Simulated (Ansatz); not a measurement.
Comparing deformations in TiAl

All numbers below come from DFT PBEsol, scalar-relativistic, plane waves, PAW in Ansatz. Cutoff 420 eV, Γ-centred 24×24×14 k-points, Gaussian smearing of 0.15 eV. No spin polarisation. Energies are free energies at this smearing, counted from the undisturbed cell; pressure is positive in compression.

Reference structure (relaxed at this level; it needn't be the usual structure):

```yaml
crystal:
  lattice:
    - [2.84782, 0.00000, 0.00000]
    - [-1.42391, 2.46629, 0.00000]
    - [0.00000, 0.00000, 4.61994]
  atoms:
    - { symbol: Ti, position: [0.00000, 0.00000, 0.00000] }
    - { symbol: Al, position: [0.33333, 0.66667, 0.50000] }
```

The cell is strained by ε times a Voigt pattern (xx, yy, zz, yz, xz, xy; engineering shear) with fractional coordinates fixed. τ = (1/V0) dE/dε comes from the stress tensor. Of each scan, only the three points used here are listed.

| pattern | ε | τ (GPa) |
| --- | --- | --- |
| (0, 0, 1, 0, 0, 0) | -0.0050 | -1.07 |
| (0, 0, 1, 0, 0, 0) | 0.0000 | 0.13 |
| (0, 0, 1, 0, 0, 0) | 0.0050 | 1.30 |
| (1, 1, 0, 0, 0, 0) | -0.0250 | -13.83 |
| (1, 1, 0, 0, 0, 0) | 0.0000 | -0.19 |
| (1, 1, 0, 0, 0, 0) | 0.0250 | 11.06 |

Which constants do the scans give, and which deformation costs least for the same size of strain tensor?

The slope dτ/dε at zero (parabola through three points) is pᵀCp: (0, 0, 1, 0, 0, 0) gives C33 = 237 GPa; (1, 1, 0, 0, 0, 0) gives C11 + C22 + 2 C12 = 498 GPa. The size of the strain tensor, ε:ε, is ε² times 1.0, 2.0. Per unit of it the stiffnesses are 237, 249 GPa, so (0, 0, 1, 0, 0, 0) is the softest of these: at ε:ε = (1 %)² the quadratic term costs 1.20 meV/atom against 1.26 for the stiffest. These are clamped-ion values.

In a metal these slopes depend on the k mesh and the smearing.

Cost: 19 runs of about 4.5 core-minutes in all, on Arm Neoverse V2 (shared hosts).